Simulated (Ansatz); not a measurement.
# MgI2: stress in a strained cell

MgI2 is deformed so: equal xy, yz and zx engineering shear strains of +2 %. What stress and forces result, by LAPW, PAW and all-electron datasets made for the crystal?

Method: DFT PBEsol, scalar-relativistic, in Ansatz 0.2.0.

### Step 1. The structure to begin with

It takes space group P-3m1 (No. 164, trigonal). The conventional cell has a = 4.154 Å, b = 4.154 Å, c = 6.862 Å, α = 90.00°, β = 90.00°, γ = 120.00°. Mg (site symmetry -3m) is surrounded by 6 I at 2.92 Å. I (site symmetry 3m) has 3 Mg at 2.92 Å in its first shell of neighbours.

Structure file:

```cif
data_structure
_symmetry_space_group_name_H-M 'P 1'
_symmetry_Int_Tables_number 1
_cell_length_a 4.1537
_cell_length_b 4.1537
_cell_length_c 6.8620
_cell_angle_alpha 90.000
_cell_angle_beta 90.000
_cell_angle_gamma 120.000
_cell_volume 102.53
loop_
_atom_site_label
_atom_site_type_symbol
_atom_site_fract_x
_atom_site_fract_y
_atom_site_fract_z
_atom_site_occupancy
Mg1 Mg 0.00000 0.00000 0.00000 1
I1 I 0.33333 0.66667 0.75763 1
I2 I 0.66667 0.33333 0.24237 1
```

Atoms are numbered in the order of the input: Mg1, I2, I3.

### Step 2. After the deformation

Space group P-3m1 before, P-1 after.

### Step 3. Full-potential LAPW

The input, input.yaml:

```yaml
crystal:
  lattice:
    - [4.1537001214, 0.0415370012, 0.0415370012]
    - [-2.0408779625, 3.5764413242, 0.0152035976]
    - [0.06862, 0.06862, 6.862]
  atoms:
    - { symbol: Mg, position: [0.0, 0.0, 0.0] }
    - { symbol: I, position: [0.3333333333, 0.6666666667, 0.75763] }
    - { symbol: I, position: [0.6666666667, 0.3333333333, 0.24237] }
kpoints:
  mp_grid: { grid: [7, 7, 4] }
  band_path:
    path:
      - [0.0, 0.0, 0.0]
      - [0.0, -0.5, 0.0]
      - [0.0, 0.0, 0.5]
      - [0.0, 0.0, 0.0]
      - [-0.5, 0.0, 0.0]
      - [-0.5, 0.5, -0.5]
      - [0.0, 0.0, 0.0]
      - [-0.5, 0.0, -0.5]
      - [-0.5, 0.5, 0.0]
    npoints: 5
scf:
  occupations: { method: fermi_dirac, width: 0.03 }
hamiltonian:
  xc: pbesol
  pseudopotentials: { kind: all_electron, lapw: { basis_error: 0.001 } }
output:
  forces: true
  stress: true
  eigenvalues: true
```

On the command line:

```
$ ansatz run input.yaml --threads 1 --pin off --max-ram 4096MiB --backend cpu --events-out ev --progress --plain --runs-dir out
```

### Step 4. Frozen-core PAW

The input, input.yaml:

```yaml
crystal:
  lattice:
    - [4.1537001214, 0.0415370012, 0.0415370012]
    - [-2.0408779625, 3.5764413242, 0.0152035976]
    - [0.06862, 0.06862, 6.862]
  atoms:
    - { symbol: Mg, position: [0.0, 0.0, 0.0] }
    - { symbol: I, position: [0.3333333333, 0.6666666667, 0.75763] }
    - { symbol: I, position: [0.6666666667, 0.3333333333, 0.24237] }
kpoints:
  mp_grid: { grid: [7, 7, 4] }
scf:
  occupations: { method: fermi_dirac, width: 0.03 }
hamiltonian:
  xc: pbesol
  pseudopotentials: { kind: paw }
output:
  forces: true
  stress: true
  eigenvalues: true
  efg: { contact_densities: true }
```

### Step 5. All-electron PAW on datasets made for the crystal

input.yaml, as its differences from that of step 4:

```diff
@@ -15,3 +15,3 @@
   xc: pbesol
-  pseudopotentials: { kind: paw }
+  pseudopotentials: { kind: all_electron, datasets: crystal }
 output:
```

(Steps that only read results are left out.)

**Question.** What will these runs give? Wanted: pressure; largest shear or deviatoric stress.

**Answer**, as computed:

| quantity | value |
| --- | --- |
| pressure | LAPW -0.13, PAW -0.13, crystal datasets -0.13 GPa |
| largest shear or deviatoric stress (LAPW) | 0.35 GPa |

**Reading.** The largest part of the stress beyond the pressure is 0.35 GPa in size, in the xz component; the atoms are carried along and not relaxed. No run of the undeformed cell stands beside it, so pressure and stress hold what the given cell had before the change, as far as its symmetry allows. PAW: stress within 0.01 GPa of LAPW, forces within 2 meV/Å. Crystal datasets: stress within 0.01 GPa of LAPW, forces within 1 meV/Å. Spin-orbit coupling is left out, though the cell holds I; in elements this heavy it can shift bands and gaps by tenths of an eV.

The gaps are Kohn-Sham values of a semilocal functional, not quasiparticle or optical gaps. Such gaps usually fall short of the measured ones; spin-orbit coupling, left out here, narrows gaps with I, so the two errors partly cancel.
